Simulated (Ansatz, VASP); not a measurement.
# Cross-check of HC10 (C(111) slab, H on the bottom face) between VASP and Ansatz, part 2 of 2

Aim: how closely do two programs agree when they are given the same cell, functional and k mesh? The cell is taken from a series of runs on this material, whose earlier steps may have relaxed, scaled, displaced or heated it; both programs get it as it stands.

VASP 6.6.1 and Ansatz 0.2.0.

So far. Step 4 (Differences): The forces differ by 12 meV/Å r.m.s., which is 0.7 % of the r.m.s. force of 1.866 eV/Å (both taken over all components). Where the cell holds vacuum, a pressure given here is an average over it and none of the material.

## 5. VASP: single point, PBE, pair 2

Level of this step: PBE; plane waves and PAW (C, H) (VASP).

A single point takes one fixed geometry, so differences don't come from the geometry; what else differs is listed under the comparison.

INCAR

```
SYSTEM = HC10
PREC = Accurate
ENCUT = 520
EDIFF = 1E-06
NELM = 120
ISMEAR = -1
SIGMA = 0.05
LREAL = Auto
ALGO = Normal
GGA = PE
NBANDS = 256
LORBIT = 11
LWAVE = .FALSE.
LCHARG = .FALSE.
ISIF = 2
LASPH = .TRUE.
GGA_COMPAT = .FALSE.
NCORE = 2
```

POSCAR

```
HC10
1.0
    7.5667500000      0.0000000000      0.0000000000
   -3.7833700000      6.5530000000      0.0000000000
    0.0000000000      0.0000000000     21.8424900000
C H
90 9
Direct
    0.4463600000      0.8941100000      0.3478600000
    0.3301300000      0.9998400000      0.3252600000
    0.2251200000      0.7751800000      0.4430300000
    0.4546100000      0.9019100000      0.4173200000
    0.3336600000      0.0072600000      0.5374500000
    0.2251200000      0.7771600000      0.5156400000
    0.4414500000      0.8885700000      0.6362600000
    0.3396900000      0.9929200000      0.6064600000
    0.2242500000      0.7849600000      0.7255200000
    0.4475000000      0.8924800000      0.6992600000
    0.4446400000      0.5542300000      0.3487600000
    0.3386700000      0.6693800000      0.3247000000
    0.2242600000      0.4522500000      0.4436100000
    0.4411400000      0.5587800000      0.4178300000
    0.3466600000      0.6767500000      0.5370900000
    0.2274100000      0.4441900000      0.5100900000
    0.4424200000      0.5660800000      0.6325700000
    0.3231900000      0.6558800000      0.6070900000
    0.2161000000      0.4551500000      0.7272600000
    0.4476200000      0.5613100000      0.7012500000
    0.7803900000      0.8881600000      0.3473100000
    0.6634800000      0.0014200000      0.3274000000
    0.5426100000      0.7682600000      0.4436600000
    0.7739200000      0.8908400000      0.4205700000
    0.6720000000      0.0015400000      0.5352000000
    0.5559200000      0.7763700000      0.5150800000
    0.7643400000      0.8893400000      0.6305500000
    0.6625600000      0.9867100000      0.6082200000
    0.5603100000      0.7771300000      0.7251000000
    0.7726100000      0.8835500000      0.7019400000
[... 63 atom lines left out ...]
    0.3329000000      0.3309500000      0.2755900000
    0.6640300000      0.6640400000      0.2743800000
    0.0026900000      0.0027200000      0.2750000000
    0.6698000000      0.3346200000      0.2742800000
    0.9959500000      0.6630300000      0.2767500000
    0.0034100000      0.3312300000      0.2764000000
```

KPOINTS

```
Automatic mesh
0
Gamma
1 1 1
0 0 0
```

The projector-augmented-wave data sets are C and H (PBE family, release 64).

Command:

```
$ mpirun -np 8 vasp_gam
```

Numbers of over 12 decimals in the logs are rounded to 6 here.

What it wrote:

```text
[... set-up lines as in an earlier step ...]
 entering main loop
       N       E                     dE             d eps       ncg     rms          rms(c)
DAV:   1     0.334597300281E+04    0.33460E+04   -0.20396E+05   520   0.139E+03
DAV:   2    -0.476117617623E+03   -0.38221E+04   -0.36137E+04   696   0.341E+02
DAV:   3    -0.831533017851E+03   -0.35542E+03   -0.34952E+03   648   0.106E+02
DAV:   4    -0.843597931565E+03   -0.12065E+02   -0.12006E+02   696   0.208E+01
[...]
DAV:  35    -0.806646918579E+03   -0.80356E-05   -0.52336E-07   424   0.651E-04    0.122E-03
DAV:  36    -0.806646920526E+03   -0.19475E-05   -0.18941E-07   432   0.448E-04    0.580E-04
DAV:  37    -0.806646921133E+03   -0.60664E-06   -0.65431E-08   432   0.279E-04
   1 F= -.80664692E+03 E0= -.80645899E+03  d E =-.375868E+00
```

Parts of OUTCAR (step 5):

```text
  FREE ENERGIE OF THE ION-ELECTRON SYSTEM (eV)
  ---------------------------------------------------
  free  energy   TOTEN  =      -806.6469211330 eV

  energy  without entropy=     -806.2710528951  energy(sigma->0) =     -806.45898701
```

## 6. Ansatz: single point, PBE, pair 2

The same cell, functional, mesh and smearing now go to Ansatz, which takes its cutoff from its data sets.

The cell is taken from a series of runs on this material, whose earlier steps may have relaxed, scaled, displaced or heated it; both programs get it as it stands.

input.yaml

```yaml
crystal:
  lattice:
    - [7.56675, 0.0, 0.0]
    - [-3.78337, 6.553, 0.0]
    - [0.0, 0.0, 21.84249]
  atoms:
    - { symbol: C, position: [0.44636, 0.89411, 0.34786] }
    - { symbol: C, position: [0.33013, 0.99984, 0.32526] }
    - { symbol: C, position: [0.22512, 0.77518, 0.44303] }
    - { symbol: C, position: [0.45461, 0.90191, 0.41732] }
    - { symbol: C, position: [0.33366, 0.00726, 0.53745] }
    - { symbol: C, position: [0.22512, 0.77716, 0.51564] }
    - { symbol: C, position: [0.44145, 0.88857, 0.63626] }
    - { symbol: C, position: [0.33969, 0.99292, 0.60646] }
    - { symbol: C, position: [0.22425, 0.78496, 0.72552] }
    - { symbol: C, position: [0.4475, 0.89248, 0.69926] }
    - { symbol: C, position: [0.44464, 0.55423, 0.34876] }
    - { symbol: C, position: [0.33867, 0.66938, 0.3247] }
    - { symbol: C, position: [0.22426, 0.45225, 0.44361] }
    - { symbol: C, position: [0.44114, 0.55878, 0.41783] }
    - { symbol: C, position: [0.34666, 0.67675, 0.53709] }
    - { symbol: C, position: [0.22741, 0.44419, 0.51009] }
    - { symbol: C, position: [0.44242, 0.56608, 0.63257] }
    - { symbol: C, position: [0.32319, 0.65588, 0.60709] }
    - { symbol: C, position: [0.2161, 0.45515, 0.72726] }
    - { symbol: C, position: [0.44762, 0.56131, 0.70125] }
    - { symbol: C, position: [0.78039, 0.88816, 0.34731] }
    - { symbol: C, position: [0.66348, 0.00142, 0.3274] }
    - { symbol: C, position: [0.54261, 0.76826, 0.44366] }
    - { symbol: C, position: [0.77392, 0.89084, 0.42057] }
    - { symbol: C, position: [0.672, 0.00154, 0.5352] }
    - { symbol: C, position: [0.55592, 0.77637, 0.51508] }
    - { symbol: C, position: [0.76434, 0.88934, 0.63055] }
    - { symbol: C, position: [0.66256, 0.98671, 0.60822] }
    - { symbol: C, position: [0.56031, 0.77713, 0.7251] }
    - { symbol: C, position: [0.77261, 0.88355, 0.70194] }
[... 63 atom lines left out ...]
    - { symbol: H, position: [0.3329, 0.33095, 0.27559] }
    - { symbol: H, position: [0.66403, 0.66404, 0.27438] }
    - { symbol: H, position: [0.00269, 0.00272, 0.275] }
    - { symbol: H, position: [0.6698, 0.33462, 0.27428] }
    - { symbol: H, position: [0.99595, 0.66303, 0.27675] }
    - { symbol: H, position: [0.00341, 0.33123, 0.2764] }
kpoints:
  mp_grid: { grid: [1, 1, 1] }
hamiltonian:
  xc: pbe
scf:
  occupations: { method: fermi_dirac, width: 0.05 }
output:
  forces: true
  eigenvalues: true
  populations: true
```

Command:

```
$ ansatz run input.yaml --threads 4 --pin off --max-ram 8192MiB --backend cpu --events-out ev --progress --plain --runs-dir out
```

What it wrote:

```text
[...]
Crystal: 99 atoms, lattice volume = 1083.058 Å³
Basis set: ecut = 420 eV, 21193 PW (Γ), exchange–correlation on 108×108×300 points (8 copies of the dense FFT grid, shifted against one another)
Bands: 284, of which v1, the nominal top of the filled ones, is band 185 counted from 1 (184 counted from 0)
Symmetry: 1 space group operations
[...]
k-points: 1
[...]
SCF iter   1: F=—  HF=-22675.327500 eV  |F-HF|=—  |Δ(HF+E_count)|=         —  Δρ=2.68e-2  dr2=8.29e1  ethr=1.77e-3  ⟨swp⟩=8.0  Hψ=1470  notcnv=0  defer=80
[...]
atom  99  H     -0.02928132    -0.16938817    -2.20077015
  max |Σ_I F_I| component: 1.36e-4 eV/Å
--- Band table (eV) ---
  k-point 0: bands = [... 181 lower, 4.5393, 4.5722, 4.5888, 4.6570, 4.6887, 4.6933, 4.7492, 4.8984, ... 95 higher]
--- Löwdin populations: 99 sites ---
  site symbol       q [e]
     0      C      3.9575
     1      C      4.1394
     2      C      3.9958
     3      C      3.9870
     4      C      3.9780
     5      C      3.9857
     6      C      3.9755
     7      C      3.9873
[...]
95      H      0.8529
    96      H      0.8381
    97      H      0.8314
    98      H      0.8197
  spilling = 0.004937 (of n_electrons = 369.000000)
```

## 7. Side by side

Forces on 10 of the 99 atoms, those with the largest forces and the largest differences (eV/Å; atoms numbered as in POSCAR):

```tsv
atom	Ansatz x, y, z	VASP x, y, z
C7	1.018, -1.348, -7.507	1.025, -1.369, -7.533
C10	-0.130, 0.163, 8.200	-0.125, 0.169, 8.240
C19	2.764, -2.813, -4.139	2.802, -2.827, -4.111
C28	-2.956, 3.947, -0.736	-2.984, 3.979, -0.754
C29	-1.795, 0.328, -3.346	-1.819, 0.339, -3.305
C40	3.599, -1.756, 4.766	3.607, -1.756, 4.766
C48	-6.387, -1.742, -2.236	-6.407, -1.745, -2.236
C58	-1.564, -6.427, -0.469	-1.567, -6.464, -0.471
C65	4.729, -3.751, 2.549	4.747, -3.746, 2.554
C87	1.003, 9.850, 2.058	0.994, 9.880, 2.066
```

The forces differ by 14 meV/Å r.m.s., which is 0.6 % of the r.m.s. force of 2.187 eV/Å (both taken over all components). Where the cell holds vacuum, a pressure given here is an average over it and none of the material.

## 8. Results

```
r.m.s. force difference (single point, PBE, pair 1) : 0.66 % of the r.m.s. force
r.m.s. force difference (single point, PBE, pair 2) : 0.63 % of the r.m.s. force
```

**Reading.** The r.m.s. force difference is 0.66 % of the r.m.s. force (single point, PBE, pair 1), within the 3 % picked in this series as the mark of a large difference. Such differences can come from data sets, numerical settings and the points named under the comparisons, not from the functional's error against experiment.

[Lines on the potential files, build, host, timing and source positions are cut from VASP's logs without a mark.]

[Logs are printed without paths, hosts, clocks, repeated set-up lines and the standing remarks that a program may print on its own settings, such as how far it seeks lower states.]

[Hosts, paths, dates, database ids (printed as entryN), source tags and the programs' standing remarks are cut or masked in the printed files.]
